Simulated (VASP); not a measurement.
# Cl2 in VASP: further runs

The runs below take Cl2 through single point, with r2SCAN, HSE06, PBE0, PBE.

All numbers are computed with VASP 6.6.1; they aren't measurements. Logs are shortened: lines on timing, memory, paths and dates and some standing lists are left out, and cuts for length are marked.

### 1 The structure

The cell holds a molecule in a box, 2 atoms: a = 12.000 Å, b = 12.500 Å, c = 13.000 Å, α = 90.00°, β = 90.00°, γ = 90.00°.

### 2 Single point, r2SCAN

File INCAR:

```
SYSTEM = Cl
PREC = Accurate ; ENCUT = 450
EDIFF = 1E-6 ; ISMEAR = 0
SIGMA = 0.01 ; LREAL = .False.
LASPH = .True. ; NELM = 120
ALGO = Normal ; ISIF = 2
LWAVE = .False. ; LCHARG = .False.
METAGGA = R2SCAN ; LMIXTAU = .True.
NBANDS = 14
```

File KPOINTS:

```
Automatic mesh
0
Gamma
  1 1 1
  0 0 0
```

File POSCAR:

```
Cl                                      
1.0
   12.0000000000      0.0000000000      0.0000000000
    0.0000000000     12.5000000000      0.0000000000
    0.0000000000      0.0000000000     13.0000000000
  Cl            
     2
Direct
     0.4499999994456298    0.4699999998462515    0.4233195554269906
     0.4500000005543759    0.4700000001537462    0.5766804445730095
```

Potentials or basis: VASP PAW PBE potentials, release 64 (Cl).

Run with:

```
cat potpaw_PBE.64/Cl/POTCAR > POTCAR
mpirun -np 4 vasp_std > vasp.out
```

OUTCAR:

```text
SYSTEM = Cl
   PREC = Accurate
   ENCUT = 450
   EDIFF = 1E-6
   ISMEAR = 0
   LREAL = .False.
   LASPH = .True.
   NELM = 120
   ISIF = 2
   METAGGA = R2SCAN

 ion  position               nearest neighbor table
   1  0.450  0.470  0.423-   2 1.99
   2  0.450  0.470  0.577-   1 1.99

  LATTYP: Found a simple orthorhombic cell.
 ALAT       =    12.0000000000
 B/A-ratio  =     1.0416666667
 C/A-ratio  =     1.0833333333

  Lattice vectors:

 A1 = (  12.0000000000,   0.0000000000,   0.0000000000)
 A2 = (   0.0000000000,  12.5000000000,   0.0000000000)
 A3 = (   0.0000000000,   0.0000000000,  13.0000000000)

Analysis of symmetry for initial positions (statically):
=====================================================================
 Subroutine PRICEL returns:
 Original cell was already a primitive cell.

 Routine SETGRP: Setting up the symmetry group for a
 simple orthorhombic supercell.

 Subroutine GETGRP returns: Found  8 space group operations
 (whereof  2 operations were pure point group operations)
 out of a pool of  8 trial point group operations.

The static configuration has the point symmetry C_1h.
 The point group associated with its full space group is D_2h.

Analysis of symmetry for dynamics (positions and initial velocities):
=====================================================================
 Subroutine PRICEL returns:
 Original cell was already a primitive cell.

 Routine SETGRP: Setting up the symmetry group for a
 simple orthorhombic supercell.

 Subroutine GETGRP returns: Found  8 space group operations
 (whereof  2 operations were pure point group operations)
 out of a pool of  8 trial point group operations.

The dynamic configuration has the point symmetry C_1h.
 The point group associated with its full space group is D_2h.

 Subroutine INISYM returns: Found  8 space group operations
 (whereof  2 operations are pure point group operations),
 and found     1 'primitive' translations

----------------------------------------------------------------------------------------

                                     Primitive cell

  volume of cell :    1950.0000

  direct lattice vectors                    reciprocal lattice vectors
    12.000000000  0.000000000  0.000000000     0.083333333  0.000000000  0.000000000
     0.000000000 12.500000000  0.000000000     0.000000000  0.080000000  0.000000000
     0.000000000  0.000000000 13.000000000     0.000000000  0.000000000  0.076923077

  length of vectors
    12.000000000 12.500000000 13.000000000     0.083333333  0.080000000  0.076923077

  position of ions in fractional coordinates (direct lattice)
     0.449999999  0.470000000  0.423319555
     0.450000001  0.470000000  0.576680445

  ion indices of the primitive-cell ions
   primitive index   ion index
                 1           1
                 2           2

----------------------------------------------------------------------------------------

 KPOINTS: Automatic mesh

Automatic generation of k-mesh.
 Grid dimensions read from file:
 generate k-points for:    1    1    1

 Generating k-lattice:

  Cartesian coordinates                     Fractional coordinates (reciprocal lattice)
     0.083333333  0.000000000  0.000000000     1.000000000  0.000000000  0.000000000
     0.000000000  0.080000000  0.000000000     0.000000000  1.000000000  0.000000000
     0.000000000  0.000000000  0.076923077     0.000000000  0.000000000  1.000000000

  Length of vectors
     0.083333333  0.080000000  0.076923077

  Shift w.r.t. Gamma in fractional coordinates (k-lattice)
     0.000000000  0.000000000  0.000000000

 Subroutine IBZKPT returns following result:
 ===========================================

 Found      1 irreducible k-points:

 Following reciprocal coordinates:
            Coordinates               Weight
  0.000000  0.000000  0.000000      1.000000
   k-points           NKPTS =      1   k-points in BZ     NKDIM =      1   number of bands    NBANDS=     16
   number of dos      NEDOS =    301   number of ions     NIONS =      2
   total plane-waves  NPLWV = 680400
   dimension x,y,z NGX =    84 NGY =   90 NGZ =   90
   dimension x,y,z NGXF=   168 NGYF=  180 NGZF=  180
   ions per type =               2
   NGX,Y,Z   is equivalent  to a cutoff of  11.64, 11.97, 11.51 a.u.
   NGXF,Y,Z  is equivalent  to a cutoff of  23.27, 23.94, 23.02 a.u.
 SYSTEM =  Cl
   PREC   = accura    normal or accurate (medium, high low for compatibility)
   ISTART =      0    job   : 0-new  1-cont  2-samecut
   ICHARG =      2    charge: 1-file 2-atom 10-const
   ISPIN  =      1    spin polarized calculation?
   LNONCOLLINEAR =      F non collinear calculations
   LSORBIT =      F    spin-orbit coupling
   LASPH  =      T    aspherical Exc in radial PAW
   ENCUT  =  450.0 eV  33.07 Ry    5.75 a.u.  20.76 21.62 22.49*2*pi/ulx,y,z
   NELM   =    120;   NELMIN=  2; NELMDL= -5     # of ELM steps
   EDIFF  = 0.1E-05   stopping-criterion for ELM
   LREAL  =      F    real-space projection
   EDIFFG = 0.1E-04   stopping-criterion for IOM
   NSW    =      0    number of steps for IOM
   IBRION =     -1    ionic relax: 0-MD 1-quasi-New 2-CG
   NFREE  =      0    steps in history (QN), initial steepest desc. (CG)
   ISIF   =      2    stress and relaxation
   ISYM   =      2    0-nonsym 1-usesym 2-fastsym
   POTIM  = 0.5000    time-step for ionic-motion
   TEBEG  =    0.0;   TEEND  =   0.0 temperature during run
   PSTRESS=    0.0 pullay stress
   NELECT =      14.0000    total number of electrons
   NUPDOWN=      -1.0000    fix difference up-down
   EMIN   =  10.00;   EMAX   =-10.00  energy-range for DOS
   EFERMI =   0.00;   METHOD = LEGACY
   ISMEAR =     0;   SIGMA  =   0.01  broadening in eV -4-tet -1-fermi 0-gaus
   EFERMI_NEDOS =   21; number of points for ismear=-14 and -15
   IALGO  =     38    algorithm
   IMIX   =      4    mixing-type and parameters
     AMIX     =   0.40;   BMIX     =  1.00
     AMIX_MAG =   1.60;   BMIX_MAG =  1.00
  volume/ion in A,a.u.               =     975.00      6579.62
  Fermi-wavevector in a.u.,A,eV,Ry     =   0.315820  0.596813  1.357074  0.099742
  Thomas-Fermi vector in A             =   1.198322
   LORBIT       =      0    0 simple, 1 ext, 2 COOP (PROOUT), +10 PAW based schemes
   METAGGA = R2SCAN    functional components
   LHFCALC =     F    Hartree Fock is set to
   AEXX    =    0.0000 exact exchange contribution
   IVDW    =     0    specifies the selected vdW correction
   LEPSILON=     F    determine dielectric tensor
   LRPA    =     F    only Hartree local field effects (RPA)
 non-spin polarized calculation
 Gauss-broadening in eV      SIGMA  =   0.01
  energy-cutoff  :      450.00
  volume of cell :     1950.00
 maximum number of plane-waves:     42235
 NGX is ok and might be reduce to    84
   NGX = 41   NGY = 43   NGZ = 45

 number of electron      14.0000003 magnetization

 Free energy of the ion-electron system (eV)
  ---------------------------------------------------
  ext. energy  EPLUGINS =         0.00000000
  ---------------------------------------------------
  free energy    TOTEN  =       -12.08745690 eV

  energy without entropy =      -12.08745690  energy(sigma->0) =      -12.08745690

 E-fermi :  -7.3423     XC(G=0):  -0.3622

 val. band max:       -7.4188216137   @ k =   0.0000   0.0000   0.0000
 cond. band min:      -3.9543774155   @ k =   0.0000   0.0000   0.0000
 fundamental gap:      3.4644441982
 Fermi energy:        -7.3422737952

 k-point     1 :       0.0000    0.0000    0.0000
  band No.  band energies     occupation
      1     -24.3671      2.00000
      2     -19.9269      2.00000
      3     -12.2205      2.00000
      4     -10.1914      2.00000
      5     -10.1914      2.00000
      6      -7.4188      2.00000
[... 8 lines left out ...]
     15       1.1504      0.00000
     16       1.9227      0.00000

------------------------ aborting loop because EDIFF is reached ----------------------------------------

  FORCE on cell =-STRESS in cart. coord.  units (eV):
  Direction    XX          YY          ZZ          XY          YZ          ZX
  --------------------------------------------------------------------------------------
  -------------------------------------------------------------------------------------
  Total       -0.0500140     -0.0496393     -0.5790083     -0.0000000      0.0000000      0.0000000
  in kB       -0.0410930     -0.0407851     -0.4757302     -0.0000000      0.0000000      0.0000000
  external PRESSURE =      -0.1858694 kB  Pullay stress =       0.0000000 kB

 VOLUME and BASIS-vectors are now :
 -----------------------------------------------------------------------------
  energy-cutoff  :      450.00
  volume of cell :     1950.00
      direct lattice vectors                 reciprocal lattice vectors
    12.000000000  0.000000000  0.000000000     0.083333333  0.000000000  0.000000000
     0.000000000 12.500000000  0.000000000     0.000000000  0.080000000  0.000000000
     0.000000000  0.000000000 13.000000000     0.000000000  0.000000000  0.076923077

 POSITION                                       TOTAL-FORCE (eV/Angst)
 -----------------------------------------------------------------------------------
      5.40000      5.87500      5.50315         0.000000      0.000000      0.266543
      5.40000      5.87500      7.49685         0.000000      0.000000     -0.266543
 -----------------------------------------------------------------------------------
    total drift:                               -0.000620     -0.000551     -0.000036

  FREE ENERGIE OF THE ION-ELECTRON SYSTEM (eV)
  ---------------------------------------------------
  free  energy   TOTEN  =       -12.0874569044 eV

  energy  without entropy=      -12.0874569044  energy(sigma->0) =      -12.08745690
```

Run time: 6.3 min. Hardware: 4 MPI ranks of Intel Xeon Platinum 8259CL at 2.50GHz (Skylake/Cascade Lake), shared host; peak memory 0.64 GiB.

Results:

```yaml
Free_energy: -12.0875 eV
Largest_force: 0.267 eV/Å
Gap_between_the_frontier_levels: 3.46 eV
```

Forces on the atoms (eV/Å):
```
Cl   0.000  0.000  0.267
Cl   0.000  0.000 -0.267
```

Levels at points of the mesh, in eV from the valence-band top:
| k point | band 4 | band 5 | band 6 | band 7 | band 8 | band 9 | band 10 | band 11 |
| --- | --- | --- | --- | --- | --- | --- | --- | --- |
| (0.00, 0.00, 0.00) | -2.77 | -2.77 | 0.00 | 0.00 | 3.46 | 7.47 | 8.30 | 8.40 |

Caveat: the PAW data sets were made with another functional, which shifts forces and pressure a little.

### 3 Single point, HSE06

POSCAR is that of step 2.

File INCAR.step1:

```
SYSTEM = Cl
PREC = Accurate ; ENCUT = 450
EDIFF = 1E-5 ; ISMEAR = 0
SIGMA = 0.01 ; LREAL = .False.
LASPH = .True. ; NELM = 120
ALGO = Normal ; ISIF = 2
LWAVE = .True. ; LCHARG = .False.
NBANDS = 14 ; GGA = PE
```

File INCAR.step2:

```
SYSTEM = Cl
PREC = Accurate ; ENCUT = 450
EDIFF = 1E-6 ; ISMEAR = 0
SIGMA = 0.01 ; LREAL = .False.
LASPH = .True. ; NELM = 120
ALGO = Normal ; ISIF = 2
LWAVE = .False. ; LCHARG = .False.
GGA = PE ; LHFCALC = .True.
HFSCREEN = 0.2 ; PRECFOCK = Fast
NBANDS = 14 ; ISTART = 1
```

KPOINTS is that of step 2.

Potentials or basis: VASP PAW PBE potentials, release 64 (Cl).

Run with:

```
cat potpaw_PBE.64/Cl/POTCAR > POTCAR
cp INCAR.step1 INCAR
mpirun -np 4 vasp_std > vasp.out
cp INCAR.step2 INCAR
mpirun -np 4 vasp_std > vasp.out
```

It took 1.9 min on 4 MPI ranks of Intel Xeon Platinum 8259CL at 2.50GHz (Skylake/Cascade Lake), shared host; peak memory 0.63 GiB.

The run converged. Its results:

```
Free energy                     : -5.2774 eV
Largest force                   : 0.559 eV/Å
Gap between the frontier levels : 4.79 eV
```

Forces on the atoms (eV/Å):
```
Cl   0.000  0.000  0.559
Cl   0.000  0.000 -0.559
```

Levels at points of the mesh, in eV from the valence-band top:
```csv
k point,band 5,band 6,band 7,band 8,band 9,band 10
"(0.00, 0.00, 0.00)",-2.86,0.00,0.00,4.79,7.92,8.76
```

Caveat: the PAW data sets were made with another functional, which shifts forces and pressure a little.

### 4 Single point, PBE0

POSCAR is that of step 3.

INCAR.step1 is that of step 3.

INCAR.step2: that of step 3 with these lines changed.

```diff
@@ -8,3 +8,4 @@
 GGA = PE ; LHFCALC = .True.
-HFSCREEN = 0.2 ; PRECFOCK = Fast
-NBANDS = 14 ; ISTART = 1
+AEXX = 0.25 ; PRECFOCK = Fast
+HFRCUT = -1 ; NBANDS = 14
+ISTART = 1
```

KPOINTS is that of step 3.

Potentials or basis: VASP PAW PBE potentials, release 64 (Cl).

Run with:

```
cat potpaw_PBE.64/Cl/POTCAR > POTCAR
cp INCAR.step1 INCAR
mpirun -np 4 vasp_std > vasp.out
cp INCAR.step2 INCAR
mpirun -np 4 vasp_std > vasp.out
```

OUTCAR:

```text
SYSTEM = Cl
   PREC = Accurate
   ENCUT = 450
   EDIFF = 1E-6
   ISMEAR = 0
   LREAL = .False.
   LASPH = .True.
   NELM = 120
   ISIF = 2
   GGA = PE
   LHFCALC = .True.
   AEXX = 0.25
   PRECFOCK = Fast
   ISTART = 1

 ion  position               nearest neighbor table
   1  0.450  0.470  0.423-   2 1.99
   2  0.450  0.470  0.577-   1 1.99

  LATTYP: Found a simple orthorhombic cell.
 ALAT       =    12.0000000000
 B/A-ratio  =     1.0416666667
 C/A-ratio  =     1.0833333333

  Lattice vectors:

 A1 = (  12.0000000000,   0.0000000000,   0.0000000000)
 A2 = (   0.0000000000,  12.5000000000,   0.0000000000)
 A3 = (   0.0000000000,   0.0000000000,  13.0000000000)

Analysis of symmetry for initial positions (statically):
=====================================================================
 Subroutine PRICEL returns:
 Original cell was already a primitive cell.

 Routine SETGRP: Setting up the symmetry group for a
 simple orthorhombic supercell.

 Subroutine GETGRP returns: Found  8 space group operations
 (whereof  2 operations were pure point group operations)
 out of a pool of  8 trial point group operations.

The static configuration has the point symmetry C_1h.
 The point group associated with its full space group is D_2h.

Analysis of symmetry for dynamics (positions and initial velocities):
=====================================================================
 Subroutine PRICEL returns:
 Original cell was already a primitive cell.

 Routine SETGRP: Setting up the symmetry group for a
 simple orthorhombic supercell.

 Subroutine GETGRP returns: Found  8 space group operations
 (whereof  2 operations were pure point group operations)
[... 99 lines left out ...]
     AMIX_MAG =   1.60;   BMIX_MAG =  1.00
  volume/ion in A,a.u.               =     975.00      6579.62
  Fermi-wavevector in a.u.,A,eV,Ry     =   0.315820  0.596813  1.357074  0.099742
  Thomas-Fermi vector in A             =   1.198322
   LORBIT       =      0    0 simple, 1 ext, 2 COOP (PROOUT), +10 PAW based schemes
   GGA     = PE    functional components
   LHFCALC =     T    Hartree Fock is set to
   PRECFOCK=fast      Normal, Fast or Accurate (Low or Medium for compatibility)
   ENCUT4O =  -1.0   cutoff for four orbital integrals eV
   NKREDX  =     1    reduce k-point grid by
   NKREDY  =     1    reduce k-point grid by
   NKREDZ  =     1    reduce k-point grid by
   AEXX    =    0.2500 exact exchange contribution
   HFSCREEN=    0.0000 screening length (either q_TF or 0.3 A-1)
   HFSCREENC=   0.0000 screening length for correlation (either q_TF or 0.3 A-1)
   ENCUTFOCK=  -1.0 apply spherical cutoff to Coloumb kernel
   IVDW    =     0    specifies the selected vdW correction
   LEPSILON=     F    determine dielectric tensor
   LRPA    =     F    only Hartree local field effects (RPA)
 non-spin polarized calculation
 Gauss-broadening in eV      SIGMA  =   0.01
  energy-cutoff  :      450.00
  volume of cell :     1950.00
 maximum number of plane-waves:     42235
 NGX is ok and might be reduce to    84
  NGX = 42; NGY = 48; NGZ = 48

 number of electron      14.0000003 magnetization

 Free energy of the ion-electron system (eV)
  ---------------------------------------------------
  ext. energy  EPLUGINS =         0.00000000
  ---------------------------------------------------
  free energy    TOTEN  =        -5.91957085 eV

  energy without entropy =       -5.91957085  energy(sigma->0) =       -5.91957085

 E-fermi :  -8.4478     XC(G=0):  -0.4102

 val. band max:       -8.5315590102   @ k =   0.0000   0.0000   0.0000
 cond. band min:      -2.9784530764   @ k =   0.0000   0.0000   0.0000
 fundamental gap:      5.5531059337
 Fermi energy:        -8.4477598270

 k-point     1 :       0.0000    0.0000    0.0000
  band No.  band energies     occupation
      1     -26.0610      2.00000
      2     -21.4959      2.00000
      3     -13.0939      2.00000
      4     -11.4036      2.00000
      5     -11.4035      2.00000
      6      -8.5316      2.00000
[... 8 lines left out ...]
     15       1.0546      0.00000
     16       1.7677      0.00000

------------------------ aborting loop because EDIFF is reached ----------------------------------------

  FORCE on cell =-STRESS in cart. coord.  units (eV):
  Direction    XX          YY          ZZ          XY          YZ          ZX
  --------------------------------------------------------------------------------------
  -------------------------------------------------------------------------------------
  Total       -0.0281049     -0.0271137     -1.1722978      0.0000000      0.0000000      0.0000000
  in kB       -0.0230918     -0.0222774     -0.9631943      0.0000000      0.0000000      0.0000000
  external PRESSURE =      -0.3361878 kB  Pullay stress =       0.0000000 kB

 VOLUME and BASIS-vectors are now :
 -----------------------------------------------------------------------------
  energy-cutoff  :      450.00
  volume of cell :     1950.00
      direct lattice vectors                 reciprocal lattice vectors
    12.000000000  0.000000000  0.000000000     0.083333333  0.000000000  0.000000000
     0.000000000 12.500000000  0.000000000     0.000000000  0.080000000  0.000000000
     0.000000000  0.000000000 13.000000000     0.000000000  0.000000000  0.076923077

 POSITION                                       TOTAL-FORCE (eV/Angst)
 -----------------------------------------------------------------------------------
      5.40000      5.87500      5.50315         0.000000      0.000000      0.570466
      5.40000      5.87500      7.49685         0.000000      0.000000     -0.570466
 -----------------------------------------------------------------------------------
    total drift:                                0.001619      0.000075      0.000000

  FREE ENERGIE OF THE ION-ELECTRON SYSTEM (eV)
  ---------------------------------------------------
  free  energy   TOTEN  =        -5.9195708483 eV

  energy  without entropy=       -5.9195708483  energy(sigma->0) =       -5.91957085
```

OUTCAR.step1:

```text
SYSTEM = Cl
   PREC = Accurate
   ENCUT = 450
   EDIFF = 1E-5
   ISMEAR = 0
   LREAL = .False.
   LASPH = .True.
[... 220 lines left out ...]
      5.40000      5.87500      5.50315        -0.000000      0.000000      0.001013
      5.40000      5.87500      7.49685         0.000000      0.000000     -0.001013
 -----------------------------------------------------------------------------------
    total drift:                               -0.000006     -0.000042      0.000007

  FREE ENERGIE OF THE ION-ELECTRON SYSTEM (eV)
  ---------------------------------------------------
  free  energy   TOTEN  =        -3.5977114394 eV

  energy  without entropy=       -3.5977114394  energy(sigma->0) =       -3.59771144
```

Run time: 76 s. Hardware: 4 MPI ranks of Intel Xeon Platinum 8259CL at 2.50GHz (Skylake/Cascade Lake), shared host; peak memory 0.53 GiB.

What came out:

| Item | Value |
| --- | --- |
| Free energy | -5.9196 eV |
| Largest force | 0.570 eV/Å |
| Gap between the frontier levels | 5.55 eV |

Forces on the atoms (eV/Å):
```
Cl   0.000  0.000  0.570
Cl   0.000  0.000 -0.570
```

Caveat: the PAW data sets were made with another functional, which shifts forces and pressure a little.

(Continued in part 2 of 2.)
